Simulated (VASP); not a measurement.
# Settings for KBr: relaxation of the atoms

KBr, P1 (no. 1), 8 atoms in the cell. PBE, relaxation of the atoms; PAW potentials Br, K_sv (PBE set). VASP 6.6.1.

Wanted: energy within 1 meV/atom; two shortest distances of each atom within 0.01 Å.

POSCAR:
```
KBr
1.0
    6.6000000000      0.0000000000      0.0000000000
    0.0000000000      6.6000000000      0.0000000000
    0.0000000000      0.0000000000      6.6000000000
Br K
4 4
Direct
    0.5067710000      0.5043600000      0.5009380000
   -0.0105360000      0.0052390000      0.5021550000
   -0.0024930000      0.5018350000      0.0012970000
    0.5062310000     -0.0039660000      0.0032090000
   -0.0045870000     -0.0059750000     -0.0075910000
    0.5094300000      0.4961520000     -0.0056000000
    0.4949350000     -0.0069650000      0.4975550000
    0.0002500000      0.5093190000      0.5080380000
```

The series start from Force threshold EDIFFG (eV/Å): -0.02; Electronic threshold EDIFF (eV): 1e-6; Relaxation method: conjugate gradient, POTIM 0.5; Mixing and least electronic steps: default. Each series keeps the choices made before it, and each single choice may use up half of a tolerance.

## Force threshold EDIFFG (eV/Å)

| Force threshold EDIFFG (eV/Å) | Energy less reference (meV/atom) | Two shortest distances of each atom, largest deviation (Å) | Time (s) |
|---|---|---|---|
| -0.1 | 1.1 | 0.034 | 12 |
| -0.05 | 0.4 | 0.005 | 17 |
| -0.03 | 0.3 | 0.004 | 20 |
| -0.02 | 0.1 | 0.004 | 34 |
| -0.01 | 0.0 | 0.002 | 52 |
| -0.005 | 0.0 | 0.002 | 68 |
| -0.002 (reference) | 0.0 | 0.000 | 73 |

Chosen: -0.03, the loosest value from which every tighter one stays within half of the tolerance.

## Electronic threshold EDIFF (eV)

| Electronic threshold EDIFF (eV) | Energy less reference (meV/atom) | Two shortest distances of each atom, largest deviation (Å) | SCF iterations | Time (s) |
|---|---|---|---|---|
| 0.001 | 0.0 | 0.001 | 27 | 26 |
| 0.0001 | -0.1 | 0.002 | 39 | 32 |
| 1e-5 | -0.1 | 0.003 | 46 | 34 |
| 1e-6 | 0.0 | 0.000 | 45 | 20 |
| 1e-7 (reference) | 0.0 | 0.000 | 55 | 36 |

Chosen: 0.001.

## Relaxation method

| Relaxation method | Energy less reference (meV/atom) | Two shortest distances of each atom, largest deviation (Å) | SCF iterations | Time (s) |
|---|---|---|---|---|
| conjugate gradient, POTIM 0.5 | 0.0 | 0.000 | 27 | 26 |
| conjugate gradient, POTIM 0.2 | 0.0 | 0.001 | 36 | 29 |
| conjugate gradient, POTIM 1.0 | -0.2 | 0.002 | 28 | 22 |
| quasi-Newton, POTIM 0.5 | 0.0 | 0.002 | 23 | 21 |
| quasi-Newton, POTIM 0.3, 10 steps kept | 0.1 | 0.003 | 20 | 15 |
| quasi-Newton, POTIM 0.5, at least 5 electronic steps | 0.0 | 0.001 | 29 | 18 |
| damped dynamics, POTIM 0.2, SMASS 0.4 | -0.1 | 0.010 | 38 | 25 |
| damped dynamics, POTIM 0.4, SMASS 0.8 | -0.1 | 0.001 | 35 | 33 |
| velocity quench, POTIM 0.1 | 0.0 | 0.003 | 26 | 21 |

Chosen: quasi-Newton, POTIM 0.3, 10 steps kept, the fastest of those that stay within half of the tolerance.

## Mixing and least electronic steps

| Mixing and least electronic steps | Energy less reference (meV/atom) | Two shortest distances of each atom, largest deviation (Å) | Time (s) |
|---|---|---|---|
| default | 0.0 | 0.000 | 15 |
| MAXMIX 40 | 0.0 | 0.003 | 17 |
| NELMIN 4 | 0.0 | 0.002 | 25 |
| NELMIN 4, MAXMIX 40 | 0.0 | 0.003 | 20 |
| ALGO Fast | 0.0 | 0.002 | 214 |

Chosen: default; no other choice that stays within half of the tolerance saves 30 % of the time.

## All choices together

| Input | Energy less reference (meV/atom) | Two shortest distances of each atom, largest deviation (Å) | Time (s) |
|---|---|---|---|
| program defaults (naive) | 0.1 | 0.004 | 22 |
| chosen settings | 0.4 | 0.006 | 15 |
| reference settings throughout | 0.0 | 0.000 | 81 |

The tolerance is met.

## The input

INCAR:
```
PREC = Normal ; ENCUT = 300
EDIFF = 0.001 ; ISMEAR = 0
SIGMA = 0.05 ; LREAL = F
LASPH = T ; NELM = 100
ALGO = Normal ; LWAVE = F
LCHARG = F ; IBRION = 1
NSW = 150 ; ISIF = 2
EDIFFG = -0.03 ; POTIM = 0.3
KPAR = 8 ; NFREE = 10
```

KPOINTS:
```
k-points
0
Gamma
  3 3 3
```

Commands:
```
cat potpaw_PBE.64/Br/POTCAR potpaw_PBE.64/K_sv/POTCAR > POTCAR
mpirun -np 8 vasp_std > vasp.out
```

The naive input happens to agree within the tolerance here, in 22 s.

Limits: the start was distorted on purpose (atoms moved at random), so the space group given is the start's and not the crystal's.

The chosen input took VASP 6.6.1 15 s on 8 cores (Intel Xeon Platinum 8488C (Sapphire Rapids)), a shared host.

## An input that fails: no relaxation method typed, so the run becomes molecular dynamics without a time step

VASP's message: Fatal error! IBRION=0, but no entry for POTIM on file INCAR. MUST be specified!.

Changes against the starting input:
```
- IBRION = 2
- POTIM = 0.5
```
